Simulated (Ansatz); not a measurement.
Formation energy of BeSe

```xyz
2
Lattice="0.0000 2.5407 2.5407 2.5407 0.0000 2.5407 2.5407 2.5407 0.0000" Properties=species:S:1:pos:R:3 pbc="T T T"
Be    0.0000    0.0000    0.0000
Se    1.2704    1.2704    1.2704
```

The cell comes from a relaxation on PAW files under the same functional, begun from a database entry that needn't be the ground state.

All numbers are LDA results (scalar-relativistic) from Ansatz 0.2.0, with a Γ-centred 10×10×10 k mesh, Fermi–Dirac smearing of 0.02 eV, no spin polarisation. Methods: LAPW: all electrons, basis error target 0.5 meV/atom; PAW: frozen-core files, cutoff 420 eV; crystal datasets: all electrons, by PAW datasets that the program makes for each cell.

The elements are taken as Be hcp, Se trigonal Se, each relaxed on PAW files under the same functional and computed by the same method as the compound; zero-point and thermal terms are left out. LDA tends to overbind the layered or molecular reference states.

The PAW files were made under PBE.

Task: Give the formation energy by each method, with the residual pressure at this cell and the LAPW gap.

Result: 

| method | ΔE(formation) (eV/atom) | P at this cell (GPa) | gap (eV) |
| --- | --- | --- | --- |
| LAPW | -0.821 | 0.00 | 2.40 |
| PAW | -0.822 | 0.00 | – |
| crystal datasets | -0.821 | 0.00 | – |

Task: Give the LAPW value for one formula unit in kJ/mol.

Result: -0.821 eV/atom × 2 atoms × 96.485 kJ/(mol·eV) = -158.4 kJ/mol, at zero temperature and without zero-point motion.
